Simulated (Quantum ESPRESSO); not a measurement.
Runs of Quantum ESPRESSO 7.5 on Hf. It takes space group P6_3/mmc (No. 194, hexagonal). Conventional cell: a = 3.197 Å, b = 3.197 Å, c = 5.058 Å, α = 90.00°, β = 90.00°, γ = 120.00°. Hf (site symmetry -6m2) has 12 Hf at 3.13 to 3.20 Å as nearest neighbours. 

```csv
task,level,potentials or basis,spin,cell,k mesh,smearing,form of the LDA correlation,most ionic steps,forc conv thr,etot conv thr,ion dynamics,mesh quality,gap on the mesh (eV),pressure (GPa)
relaxation of cell and atoms,LDA,PseudoDojo 0.4.1 SR LDA standard,off,relaxed to 0.3 kbar,10 × 10 × 5,fermi-dirac 0.05 eV,PW92,40,0.0004 Ry/bohr,1e-05 Ry,bfgs,not flagged,none,0.0
relaxation of cell and atoms,PW91,PseudoDojo 0.4 FR PBE standard,"SOC, no magnetisation",relaxed from: volume scaled by 0.96,6 × 6 × 3,gaussian 0.1 eV,-,-,-,-,-,coarse,none,0.0
relaxation of cell and atoms,PBEsol,PseudoDojo 0.4.1 SR PBEsol standard,off,relaxed to 0.3 kbar,10 × 10 × 5,fermi-dirac 0.05 eV,-,40,0.0004 Ry/bohr,1e-05 Ry,bfgs,not flagged,none,0.0
band structure,LDA,PseudoDojo 0.4.1 SR LDA standard,off,as given,10 × 10 × 5,fermi-dirac 0.05 eV,PW92,-,-,-,-,not flagged,none,-8.9
band structure,PBEsol,PseudoDojo 0.4.1 SR PBEsol standard,off,as given,10 × 10 × 5,fermi-dirac 0.05 eV,-,-,-,-,-,not flagged,none,(a)
```

Alike in all rows: cutoff (eV) 789.

Problem. Fill in the values left out.

Solution. (a) -3.6.

Caveats: some runs use coarse meshes; spin-orbit coupling is left out, which moves the levels of the heavy elements (some runs); the potentials were made for another functional, which shifts forces and pressure (some runs).

A k mesh can miss the band edges, and rows without SOC leave out spin-orbit coupling on Hf.

A gap of «none» marks a metal or a gap under the smearing width.

Runs at the PBE level aren't shown here.
